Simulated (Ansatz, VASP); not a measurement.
# Mn in VASP and in Ansatz

Contents of INCAR:

```
SYSTEM = Mn
PREC = Accurate ; ENCUT = 520
EDIFF = 1E-6 ; ISMEAR = 0
SIGMA = 0.15 ; LREAL = .FALSE.
LASPH = .TRUE. ; NELM = 100
ALGO = Fast ; ISIF = 2
LWAVE = .FALSE. ; LCHARG = .FALSE.
GGA = PS ; NBANDS = 20
```

Contents of KPOINTS:

```
regular mesh
0
G
  21 21 12
  0 0 0
```

POSCAR

```
Mn
1.0
    2.4836457705      0.0000000000      0.0000000000
   -1.2418228852      2.1509003313      0.0000000000
    0.0000000000      0.0000000000      4.0261950000
Mn
2
Direct
    0.6666666667      0.3333333333      0.7500000000
    0.3333333333      0.6666666667      0.2500000000
```

Input for Ansatz:

```yaml
crystal:
  lattice:
    - [2.4836457705, 0.0, 0.0]
    - [-1.2418228852, 2.1509003313, 0.0]
    - [0.0, 0.0, 4.026195]
  atoms:
    - { symbol: Mn, position: [0.6666666667, 0.3333333333, 0.75] }
    - { symbol: Mn, position: [0.3333333333, 0.6666666667, 0.25] }
basis:
  ecutwfc: 420
kpoints:
  mp_grid: { grid: [21, 21, 12] }
hamiltonian:
  xc: pbesol
scf:
  occupations: { method: gaussian, width: 0.15 }
output:
  forces: true
  stress: true
  eigenvalues: true
```

This isn't the form of Mn at room conditions, which is a 58-atom cubic cell.

Alike in both runs: task single point; functional PBEsol; k mesh 21 × 21 × 12; occupations gaussian, width 0.15 eV; no spin polarisation.

|  | VASP | Ansatz |
| --- | --- | --- |
| version | VASP 6.6.1 | Ansatz 0.2.0 |
| potentials or method | VASP PAW PBE potentials, release 64 (Mn_pv) | scalar-relativistic, plane waves, PAW |
| plane-wave cutoff (eV) | 520 | 420 |
| valence electrons in the cell | 26 | 30 |

```csv
,VASP,Ansatz,Ansatz less VASP
gap on the k mesh at the Fermi level (eV),none,none,-
pressure (GPa),-11.7,-11.6,+0.03
largest component of the traceless stress (GPa),0.71,0.63,-0.084
```

A gap of «none» marks a metal or a gap that the smearing closes. With one functional, cell and mesh, what is left measures potentials, basis and numerics. The two sets of potentials don't hold the same shells in valence.

Caveats: the PAW data sets were made with another functional, which shifts forces and pressure a little (VASP); the run has no spin polarisation, though such a crystal can be magnetic. Spin polarisation is off, so any magnetic state and its effect on volume and gap are missing.
